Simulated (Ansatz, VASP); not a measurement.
F: VASP beside Ansatz

```xyz
4
Lattice="2.7500 -1.6400 0.0000 2.7500 1.6400 0.0000 -1.5347 0.0000 7.1164" Properties=species:S:1:pos:R:3 pbc="T T T"
F     4.1645   -0.6002    0.7095
F     0.5682   -0.6002    2.8487
F    -0.1992    0.6002    6.4069
F     3.3971    0.6002    4.2677
```

Alike in both runs: task relaxation of cell and atoms; functional PBEsol; dispersion D4; k mesh 8 × 8 × 4; occupations gaussian, width 0.1 eV; no spin polarisation.

|  | VASP | Ansatz |
| --- | --- | --- |
| version | VASP 6.6.1 | Ansatz 0.2.0 |
| potentials or method | VASP PAW PBE potentials, release 64 (F) | scalar-relativistic, plane waves, PAW |
| plane-wave cutoff (eV) | 600 | 420 |
| valence electrons in the cell | 28 | 28 |

VASP gave:

```
gap on the k mesh at the Fermi level, each at its own relaxed structure (eV) : 2.64
relaxed volume (Å³/atom)                                                     : 15.66
relaxed cell length with the largest relative difference (Å)                 : 7.132
energy change over the relaxation (meV/atom)                                 : -45
```

Question: What did Ansatz give for the same quantities?

Answer: gap on the k mesh at the Fermi level, each at its own relaxed structure (eV): 2.91; relaxed volume (Å³/atom): 15.99; relaxed cell length with the largest relative difference (Å): 7.228; energy change over the relaxation (meV/atom): -58.

One of these differences is far larger than is usual between the two programs; its cause wasn't traced.

Caveats: the PAW data sets were made with another functional, which shifts forces and pressure a little (VASP). A k mesh can miss the band edges.
